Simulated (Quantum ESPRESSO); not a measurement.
Crystal: BP.

```
CELL_PARAMETERS angstrom
0.00000 2.26900 2.26900
2.26900 0.00000 2.26900
2.26900 2.26900 0.00000
ATOMIC_POSITIONS crystal
P 0.75000 0.75000 0.75000
B 0.00000 0.00000 0.00000
```

Program: Quantum ESPRESSO 7.5. Alike in all runs: task dielectric tensor; level PBEsol; potentials or basis GBRV 1.5 PBEsol; no spin polarisation; cell as given; cutoff (eV) 612; smearing fermi-dirac 0.05 eV. Hardware: 1 thread of Intel(R) Xeon(R) Processor @ 2.50GHz (Skylake/Cascade Lake), on a shared host.

Question: Order these runs on this cell by their wall time, lowest first.
A. k mesh 8 × 8 × 8, shifted; mesh quality not flagged
B. k mesh 4 × 4 × 4, shifted; mesh quality coarse
C. k mesh 12 × 12 × 12, shifted; mesh quality not flagged

Answer: B (37 s), A (100 s), C (250 s).

Caveats: some runs use coarse meshes.
